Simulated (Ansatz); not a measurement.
# MnS: the cost of one run

Program: Ansatz 0.2.0. Level of theory: DFT PBEsol without U, plane waves, PAW. These are calculated values, not measurements.

1 further run of the same task is left out (it didn't finish).

## 1. Starting point

The structure is cubic, space group F-43m (No. 216). Conventional cell: a = 5.600 Å, b = 5.600 Å, c = 5.600 Å, α = 90.00°, β = 90.00°, γ = 90.00°. Mn (site symmetry -43m) has 4 S at 2.42 Å as nearest neighbours. S (site symmetry -43m) has 4 Mn at 2.42 Å as nearest neighbours.

As a file:

```cif
data_structure
_symmetry_space_group_name_H-M 'P 1'
_symmetry_Int_Tables_number 1
_cell_length_a 3.9598
_cell_length_b 3.9598
_cell_length_c 7.9196
_cell_angle_alpha 60.000
_cell_angle_beta 60.000
_cell_angle_gamma 60.000
_cell_volume 87.81
loop_
_atom_site_label
_atom_site_type_symbol
_atom_site_fract_x
_atom_site_fract_y
_atom_site_fract_z
_atom_site_occupancy
Mn1 Mn 0.00000 0.00000 0.00000 1
S1 S 0.75000 0.75000 0.37500 1
Mn2 Mn 0.00000 0.00000 0.50000 1
S2 S 0.75000 0.75000 0.87500 1
```

An earlier series on this cell reached its lowest free state from «antiferromagnetic start, free», perhaps among other starts.

## 2. Ferrimagnetic site moments held

input.yaml reads:

```yaml
crystal:
  lattice:
    - [0.0, 2.8, 2.8]
    - [2.8, 0.0, 2.8]
    - [5.6, 5.6, 0.0]
  atoms:
    - { symbol: Mn, position: [0.0, 0.0, 0.0], spin: 4.12 }
    - { symbol: S, position: [0.75, 0.75, 0.375] }
    - { symbol: Mn, position: [0.0, 0.0, 0.5], spin: -2.06 }
    - { symbol: S, position: [0.75, 0.75, 0.875] }
basis:
  ecutwfc: 420
  ecutrho_ratio: 4
kpoints:
  mp_grid: { grid: [6, 6, 6] }
hamiltonian:
  xc: pbesol
scf:
  occupations: { method: gaussian, width: 0.05 }
  lower_state_search: "off"
  max_iter: 150
output:
  forces: true
  stress: true
  eigenvalues: true
  populations: true
  hubbard: { sites: [{ site: 0, l: d }, { site: 2, l: d }] }
magnetization:
  spin_polarized: true
  spin_locking: { lock_spins: true }
```

The lock stays on to the end, so the result is a constrained state.

On the command line:

```sh
$ ansatz run input.yaml --threads 2 --pin off --max-ram 3072MiB --backend cpu --events-out ev --progress --plain --runs-dir out
```

What time and memory should one allow on 2 threads of Arm Neoverse V1, shared host?

About 45 s, with a peak of 0.42 GiB.
